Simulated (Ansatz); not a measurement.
The system is CsPbBr3.

```
Pb Cs Br
1.0
     5.87000    0.00000    0.00000
     0.00000    5.87000    0.00000
     0.00000    0.00000    5.87000
Pb Cs Br
1 1 3
Direct
  0.50000 0.50000 0.50000
  0.00000 0.00000 0.00000
  0.50000 0.50000 0.00000
  0.50000 0.00000 0.50000
  0.00000 0.50000 0.50000
```

Measurements of this composition are mostly on another form, of space group No. 62.

Base run:

* Program: Ansatz 0.2.0
* Functional: r2SCAN
* Potentials or basis: Ansatz PAW
* Cutoff: 500 eV
* Density cutoff: 2000 eV
* k mesh: 5 × 5 × 5
* Occupations: fermi-dirac, width 0.05 eV
* Spin: no spin polarisation

Its results: pressure 0.7 GPa.

Question: The run is repeated on the same cell with these changes: functional from r2SCAN to PBE; cutoff from 500 eV to 420 eV; density cutoff from 2000 eV to 1680 eV. What comes out?

Answer: Pressure 1.4 GPa.

Caveats: the PAW data sets come from PBE, with cores solved anew for the run's functional, which leaves a small shift of forces and pressure (some runs).

Not every run made on this cell is shown here.
